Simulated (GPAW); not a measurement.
Crystal: BN.

```
N B
1.0
     2.49824    0.00000    0.00000
    -1.24912    2.16354    0.00000
     0.00000    0.00000    6.63570
N B
2 2
Direct
  0.66667 0.33333 0.25000
  0.33333 0.66667 0.75000
  0.66667 0.33333 0.75000
  0.33333 0.66667 0.25000
```

Base run:

```yaml
Program: GPAW 26.7.0
Functional: r2SCAN
Potentials_or_basis: GPAW PAW data sets (gpaw-data 1.2.1)
Cutoff: 800 eV
Basis: pw
k_mesh: 9 × 9 × 3
Occupations: fermi-dirac, width 0.05 eV
Spin: no spin polarisation
```

Its results: band gap on the k mesh 5.02 eV, indirect (least direct gap 5.31 eV); pressure 0.2 GPa.

Q: The run is repeated on the same cell with these changes: functional from r2SCAN to PBE; cutoff from 800 eV to 600 eV; k mesh from 9 × 9 × 3 to 10 × 10 × 4. What comes out?

A: Band gap on the k mesh 4.24 eV, indirect (least direct gap 4.68 eV); pressure -3.1 GPa.

Several settings changed at once, so the effect can't be laid on one alone.

Caveats: the PAW data sets were made with another functional, which shifts forces and pressure a little (some runs); the mesh misses the band edges, which the band path finds closer together (some runs); the cutoff is short for stress and forces, so pressures can be off by a GPa or more (some runs); this functional lacks dispersion, which binds the layers, so the pressure and a relaxed spacing across them are unreliable (some runs).
